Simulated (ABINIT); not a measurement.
A run of ABINIT 10.8.3 (patched build):

Contents of run.abi:

```
# Pseudopotentials
pp_dirpath "./"
pseudos "Zn.upf, S.upf"

# Structure
acell 3*1.0
rprim
     0.0000000000     5.1060399887     5.1060399887
     5.1060399887     0.0000000000     5.1060399887
     5.1060399887     5.1060399887     0.0000000000
ntypat 2
znucl 30 16
natom 2
typat 1 2
xred
     0.7500000000     0.7500000000     0.7500000000
     0.0000000000     0.0000000000     0.0000000000

# Plane-wave basis
ecut 38.0

# k points
kptopt 1
ngkpt 7 7 7
nshiftk 1
shiftk 0.0 0.0 0.0

# Exchange and correlation
ixc -116133

# Bands and occupations
nband 17
occopt 3
tsmear 0.05 eV

# SCF cycle
nstep 100
tolvrs 1.0e-10

# Output
iomode 3
prtwf 0
prteig 0
prtebands 0
enunit 1
prtden 1
prtvha 1
prtvclmb 1
prtpot 1
prtelf 1
```

Potentials or basis: PseudoDojo NC SR PBEsol v0.4.1 standard.

Run with:

```console
$ abinit run.abi > log 2>&1
```

Hardware: 1 thread of Arm Neoverse V1, on a shared host.

Question: Estimate the wall time of this run.

Answer: It took 53 s on 1 thread of Arm Neoverse V1 (shared host), peak memory 0.09 GiB. Counts: scf iterations 13, k points 20, bands 17, plane waves 3002.
